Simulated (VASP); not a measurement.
# InP (F-43m) in VASP: further runs

InP is run at these levels: PBE+D3(BJ), PBEsol, PBE+D4; tasks: single point.

All numbers are computed with VASP 6.6.1; they aren't measurements. Logs are shortened: lines on timing, memory, paths and dates and some standing lists are left out, and cuts for length are marked.

**Experimental background.**

From a printed reference work, data compilation, for a bulk crystal of InP at 1.6 K: band gap 1.4236 eV (direct).

How close the calculation comes is told below.

**1. The cell of the first run**

The structure is cubic, space group F-43m (No. 216). The conventional cell has a = 5.894 Å, b = 5.894 Å, c = 5.894 Å, α = 90.00°, β = 90.00°, γ = 90.00°. Within 3.4 Å of In (site symmetry -43m) lie 4 P at 2.55 Å. P (site symmetry -43m) has 4 In at 2.55 Å within 3.4 Å.

**2. Single point, PBE+D3(BJ)**

The input, INCAR:

```
SYSTEM = InP
PREC = Accurate
ENCUT = 520
EDIFF = 1E-6
ISMEAR = -1
SIGMA = 0.05
LREAL = .False.
LASPH = .True.
NELM = 100
ALGO = Normal
ISIF = 2
LWAVE = .False.
LCHARG = .True.
GGA = PE
IVDW = 12
LELF = .True.
LVHAR = .True.
NBANDS = 16
```

The input, KPOINTS:

```
Automatic mesh
0
Gamma
  6 6 6
  0 0 0
```

The input, POSCAR:

```
InP
1.0
    0.0000000000      2.9467719494      2.9467719494
    2.9467719494      0.0000000000      2.9467719494
    2.9467719494      2.9467719494      0.0000000000
In P
1 1
Direct
    0.0000000000      0.0000000000      0.0000000000
    0.2500000000      0.2500000000      0.2500000000
```

Potentials or basis: VASP PAW PBE potentials, release 64 (In_d, P).

Run with:

```sh
$ cat potpaw_PBE.64/In_d/POTCAR potpaw_PBE.64/P/POTCAR > POTCAR
$ mpirun -np 1 vasp_std > vasp.out
```

OUTCAR:

```text
SYSTEM = InP
   PREC = Accurate
   ENCUT = 520
   EDIFF = 1E-6
   ISMEAR = -1
   LREAL = .False.
   LASPH = .True.
   NELM = 100
   ISIF = 2
   GGA = PE
   IVDW = 12
 IVDW          = 12

 ion  position               nearest neighbor table
   1  0.000  0.000  0.000-   2 2.55   2 2.55   2 2.55   2 2.55
   2  0.250  0.250  0.250-   1 2.55   1 2.55   1 2.55   1 2.55

  LATTYP: Found a face centered cubic cell.
 ALAT       =     5.8935438988

  Lattice vectors:

 A1 = (   0.0000000000,   2.9467719494,   2.9467719494)
 A2 = (   2.9467719494,   0.0000000000,   2.9467719494)
 A3 = (   2.9467719494,   2.9467719494,   0.0000000000)

Analysis of symmetry for initial positions (statically):
=====================================================================
 Subroutine PRICEL returns:
 Original cell was already a primitive cell.

 Routine SETGRP: Setting up the symmetry group for a
 face centered cubic supercell.

 Subroutine GETGRP returns: Found 24 space group operations
 (whereof 24 operations were pure point group operations)
 out of a pool of 48 trial point group operations.

The static configuration has the point symmetry T_d .

Analysis of symmetry for dynamics (positions and initial velocities):
=====================================================================
 Subroutine PRICEL returns:
 Original cell was already a primitive cell.

 Routine SETGRP: Setting up the symmetry group for a
 face centered cubic supercell.

 Subroutine GETGRP returns: Found 24 space group operations
 (whereof 24 operations were pure point group operations)
 out of a pool of 48 trial point group operations.

The dynamic configuration has the point symmetry T_d .

 Subroutine INISYM returns: Found 24 space group operations
 (whereof 24 operations are pure point group operations),
 and found     1 'primitive' translations

----------------------------------------------------------------------------------------

                                     Primitive cell

  volume of cell :      51.1764

  direct lattice vectors                    reciprocal lattice vectors
     0.000000000  2.946771949  2.946771949    -0.169677195  0.169677195  0.169677195
     2.946771949  0.000000000  2.946771949     0.169677195 -0.169677195  0.169677195
     2.946771949  2.946771949  0.000000000     0.169677195  0.169677195 -0.169677195

  length of vectors
     4.167364856  4.167364856  4.167364856     0.293889523  0.293889523  0.293889523

  position of ions in fractional coordinates (direct lattice)
     0.000000000  0.000000000  0.000000000
     0.250000000  0.250000000  0.250000000

  ion indices of the primitive-cell ions
   primitive index   ion index
                 1           1
                 2           2

----------------------------------------------------------------------------------------

 KPOINTS: Automatic mesh

Automatic generation of k-mesh.
 Grid dimensions read from file:
 generate k-points for:    6    6    6

 Generating k-lattice:

  Cartesian coordinates                     Fractional coordinates (reciprocal lattice)
    -0.028279533  0.028279533  0.028279533     0.166666667  0.000000000  0.000000000
     0.028279533 -0.028279533  0.028279533     0.000000000  0.166666667  0.000000000
     0.028279533  0.028279533 -0.028279533     0.000000000  0.000000000  0.166666667

  Length of vectors
     0.048981587  0.048981587  0.048981587

  Shift w.r.t. Gamma in fractional coordinates (k-lattice)
     0.000000000  0.000000000  0.000000000

 Subroutine IBZKPT returns following result:
 ===========================================

 Found     16 irreducible k-points:

 Following reciprocal coordinates:
            Coordinates               Weight
  0.000000  0.000000  0.000000      1.000000
  0.166667  0.000000  0.000000      8.000000
  0.333333  0.000000  0.000000      8.000000
  0.500000  0.000000  0.000000      4.000000
  0.166667  0.166667  0.000000      6.000000
  0.333333  0.166667  0.000000     24.000000
[... 8 lines left out ...]
 -0.333333  0.333333  0.166667     24.000000
 -0.333333  0.500000  0.166667     12.000000
   k-points           NKPTS =     16   k-points in BZ     NKDIM =     16   number of bands    NBANDS=     16
   number of dos      NEDOS =    301   number of ions     NIONS =      2
   total plane-waves  NPLWV =  32768
   dimension x,y,z NGX =    32 NGY =   32 NGZ =   32
   dimension x,y,z NGXF=    64 NGYF=   64 NGZF=   64
   ions per type =               1   1
   NGX,Y,Z   is equivalent  to a cutoff of  12.77, 12.77, 12.77 a.u.
   NGXF,Y,Z  is equivalent  to a cutoff of  25.53, 25.53, 25.53 a.u.
 SYSTEM =  InP
   PREC   = accura    normal or accurate (medium, high low for compatibility)
   ISTART =      0    job   : 0-new  1-cont  2-samecut
   ICHARG =      2    charge: 1-file 2-atom 10-const
   ISPIN  =      1    spin polarized calculation?
   LNONCOLLINEAR =      F non collinear calculations
   LSORBIT =      F    spin-orbit coupling
   LASPH  =      T    aspherical Exc in radial PAW
   ENCUT  =  520.0 eV  38.22 Ry    6.18 a.u.   7.75  7.75  7.75*2*pi/ulx,y,z
   NELM   =    100;   NELMIN=  2; NELMDL= -5     # of ELM steps
   EDIFF  = 0.1E-05   stopping-criterion for ELM
   LREAL  =      F    real-space projection
   EDIFFG = 0.1E-04   stopping-criterion for IOM
   NSW    =      0    number of steps for IOM
   IBRION =     -1    ionic relax: 0-MD 1-quasi-New 2-CG
   NFREE  =      0    steps in history (QN), initial steepest desc. (CG)
   ISIF   =      2    stress and relaxation
   ISYM   =      2    0-nonsym 1-usesym 2-fastsym
   POTIM  = 0.5000    time-step for ionic-motion
   TEBEG  =    0.0;   TEEND  =   0.0 temperature during run
   PSTRESS=    0.0 pullay stress
   NELECT =      18.0000    total number of electrons
   NUPDOWN=      -1.0000    fix difference up-down
   EMIN   =  10.00;   EMAX   =-10.00  energy-range for DOS
   EFERMI =   0.00;   METHOD = LEGACY
   ISMEAR =    -1;   SIGMA  =   0.05  broadening in eV -4-tet -1-fermi 0-gaus
   EFERMI_NEDOS =   21; number of points for ismear=-14 and -15
   IALGO  =     38    algorithm
   IMIX   =      4    mixing-type and parameters
     AMIX     =   0.40;   BMIX     =  1.00
     AMIX_MAG =   1.60;   BMIX_MAG =  1.00
  volume/ion in A,a.u.               =      25.59       172.68
  Fermi-wavevector in a.u.,A,eV,Ry     =   1.155604  2.183775 18.169509  1.335421
  Thomas-Fermi vector in A             =   2.292231
   LORBIT       =      0    0 simple, 1 ext, 2 COOP (PROOUT), +10 PAW based schemes
   GGA     = PE    functional components
   LHFCALC =     F    Hartree Fock is set to
   AEXX    =    0.0000 exact exchange contribution
   IVDW    =    12    specifies the selected vdW correction
   LEPSILON=     F    determine dielectric tensor
   LRPA    =     F    only Hartree local field effects (RPA)
 non-spin polarized calculation
  energy-cutoff  :      520.00
  volume of cell :       51.18
 maximum number of plane-waves:      1411
   NGX = 15   NGY = 15   NGZ = 15

 number of electron      18.0000008 magnetization

 Free energy of the ion-electron system (eV)
  ---------------------------------------------------
  ext. energy  EPLUGINS =         0.00000000
  ---------------------------------------------------
  free energy    TOTEN  =        -8.38437935 eV

  energy without entropy =       -8.38435549  energy(sigma->0) =       -8.38436742

 E-fermi :   5.3523     XC(G=0):  -9.2070

 val. band max:        5.0147568933   @ k =   0.0000   0.0000   0.0000
 cond. band min:       5.6340040496   @ k =   0.0000   0.0000   0.0000
 fundamental gap:      0.6192471563
 Fermi energy:         5.3522785185

 k-point     1 :       0.0000    0.0000    0.0000
  band No.  band energies     occupation
      1      -9.1462      2.00000
      2      -9.1462      2.00000
      3      -9.1462      2.00000
      4      -9.0026      2.00000
      5      -9.0026      2.00000
      6      -6.3906      2.00000
[... 8 lines left out ...]
     15      14.4345      0.00000
     16      14.4345      0.00000

 k-point     2 :       0.1667    0.0000    0.0000
  band No.  band energies     occupation
      1      -9.1758      2.00000
      2      -9.1344      2.00000
      3      -9.1344      2.00000
      4      -9.0021      2.00000
      5      -9.0021      2.00000
      6      -6.0857      2.00000
[... 8 lines left out ...]
     15      13.6182      0.00000
     16      14.4422      0.00000

 k-point     3 :       0.3333    0.0000    0.0000
  band No.  band energies     occupation
      1      -9.2311      2.00000
      2      -9.1157      2.00000
      3      -9.1157      2.00000
      4      -8.9960      2.00000
      5      -8.9960      2.00000
      6      -5.3006      2.00000
[... 8 lines left out ...]
     15      14.0874      0.00000
     16      14.0874      0.00000

 k-point     4 :       0.5000    0.0000    0.0000
  band No.  band energies     occupation
      1      -9.2572      2.00000
      2      -9.1094      2.00000
      3      -9.1094      2.00000
      4      -8.9897      2.00000
      5      -8.9897      2.00000
      6      -4.7201      2.00000
[... 8 lines left out ...]
     15      15.6155      0.00000
     16      15.6155      0.00000
[... 172 lines left out ...]
 k-point    14 :       0.5000    0.3333    0.1667
  band No.  band energies     occupation
      1      -9.2702      2.00000
      2      -9.0947      2.00000
      3      -9.0773      2.00000
      4      -9.0207      2.00000
      5      -8.9852      2.00000
      6      -4.6893      2.00000
[... 8 lines left out ...]
     15      16.0461      0.00000
     16      16.6822      0.00000

 k-point    15 :      -0.3333    0.3333    0.1667
  band No.  band energies     occupation
      1      -9.2793      2.00000
      2      -9.0952      2.00000
      3      -9.0671      2.00000
      4      -9.0155      2.00000
      5      -8.9898      2.00000
      6      -4.2273      2.00000
[... 8 lines left out ...]
     15      16.0459      0.00000
     16      16.5117      0.00000

 k-point    16 :      -0.3333    0.5000    0.1667
  band No.  band energies     occupation
      1      -9.2979      2.00000
      2      -9.0780      2.00000
      3      -9.0548      2.00000
      4      -9.0290      2.00000
      5      -8.9818      2.00000
      6      -4.0298      2.00000
[... 8 lines left out ...]
     15      16.2092      0.00000
     16      16.9018      0.00000

------------------------ aborting loop because EDIFF is reached ----------------------------------------

 Edisp (eV)   -0.61588

 E8    (eV) :    -0.2737

  FORCE on cell =-STRESS in cart. coord.  units (eV):
  Direction    XX          YY          ZZ          XY          YZ          ZX
  --------------------------------------------------------------------------------------
  -------------------------------------------------------------------------------------
  Total      -0.01854    -0.01854    -0.01854     0.00000    -0.00000     0.00000
  in kB      -0.58049    -0.58049    -0.58049     0.00000    -0.00000     0.00000
  external pressure =       -0.58 kB  Pullay stress =        0.00 kB

 VOLUME and BASIS-vectors are now :
 -----------------------------------------------------------------------------
  energy-cutoff  :      520.00
  volume of cell :       51.18
      direct lattice vectors                 reciprocal lattice vectors
     0.000000000  2.946771949  2.946771949    -0.169677195  0.169677195  0.169677195
     2.946771949  0.000000000  2.946771949     0.169677195 -0.169677195  0.169677195
     2.946771949  2.946771949  0.000000000     0.169677195  0.169677195 -0.169677195

 POSITION                                       TOTAL-FORCE (eV/Angst)
 -----------------------------------------------------------------------------------
      0.00000      0.00000      0.00000         0.000000      0.000000      0.000000
      1.47339      1.47339      1.47339        -0.000000     -0.000000     -0.000000
 -----------------------------------------------------------------------------------
    total drift:                               -0.000000     -0.000000     -0.000000

  FREE ENERGIE OF THE ION-ELECTRON SYSTEM (eV)
  ---------------------------------------------------
  free  energy   TOTEN  =        -9.0002549660 eV

  energy  without entropy=       -9.0002311079  energy(sigma->0) =       -9.00024304
```

Wall time 28 s (1 thread of Intel Xeon 8259CL, shared host); peak memory 0.15 GiB.

Results:

```yaml
Free_energy: -9.0003 eV
Pressure: -0.1 GPa
Band_gap_on_the_k_mesh: 0.62 eV, direct
Dispersion_energy_per_atom: -0.308 eV
```

Levels at points of the mesh, in eV from the valence-band top:
```tsv
k point	band 6	band 7	band 8	band 9	band 10	band 11	band 12	band 13
(0.00, 0.00, 0.00)	-11.41	0.00	0.00	0.00	0.62	4.09	4.09	4.09
(0.50, 0.00, 0.00)	-9.73	-5.64	-0.95	-0.95	1.46	4.81	4.81	7.07
(0.50, 0.50, 0.00)	-9.10	-5.68	-2.27	-2.27	1.79	2.27	9.11	9.48
```

Caveat: spin-orbit coupling is left out, which moves the levels of the heavy elements.

**3. Single point, PBEsol**

This run uses another cell than the first one, of 25.39 Å³/atom, 0.992 times its volume.

The input, INCAR:

```
SYSTEM = InP
  PREC = Accurate
  ENCUT = 520
  EDIFF = 1E-6
  ISMEAR = -1
  SIGMA = 0.05
  LREAL = .False.
  LASPH = .True.
  NELM = 100
  ALGO = Normal
  ISIF = 2
  LWAVE = .False.
  LCHARG = .False.
  GGA = PS
  NBANDS = 16
```

The input, KPOINTS:

```
regular mesh
0
Gamma
  6 6 6
  0 0 0
```

The input, POSCAR:

```
InP
1.0
    0.0000000000      2.9390848863      2.9390848863
    2.9390848863      0.0000000000      2.9390848863
    2.9390848863      2.9390848863      0.0000000000
In P
1 1
Direct
    0.0000000000      0.0000000000      0.0000000000
    0.2500000000      0.2500000000      0.2500000000
```

Potentials or basis: VASP PAW PBE potentials, release 64 (In_d, P).

Run with:

```sh
$ cat potpaw_PBE.64/In_d/POTCAR potpaw_PBE.64/P/POTCAR > POTCAR
$ mpirun -np 1 vasp_std > vasp.out
```

Wall time 26 s (1 thread of Intel Xeon 8259CL, shared host); peak memory 0.15 GiB.

It converged, with:

```
Free energy            : -9.1430 eV
Pressure               : 0.0 GPa
Band gap on the k mesh : 0.57 eV, direct
```

Levels at points of the mesh, in eV from the valence-band top:
```csv
k point,band 5,band 6,band 7,band 8,band 9,band 10,band 11,band 12,band 13,band 14
"(0.00, 0.00, 0.00)",-13.99,-11.49,0.00,0.00,0.00,0.57,4.01,4.01,4.01,8.31
"(0.50, 0.00, 0.00)",-13.98,-9.77,-5.76,-0.97,-0.97,1.38,4.73,4.73,6.93,9.27
"(0.50, 0.50, 0.00)",-13.95,-9.11,-5.78,-2.33,-2.33,1.64,2.16,9.04,9.47,9.47
```

Caveat: the PAW data sets were made with another functional, which shifts forces and pressure a little; spin-orbit coupling is left out, which moves the levels of the heavy elements.

(Part 1 of 2 ends here.)
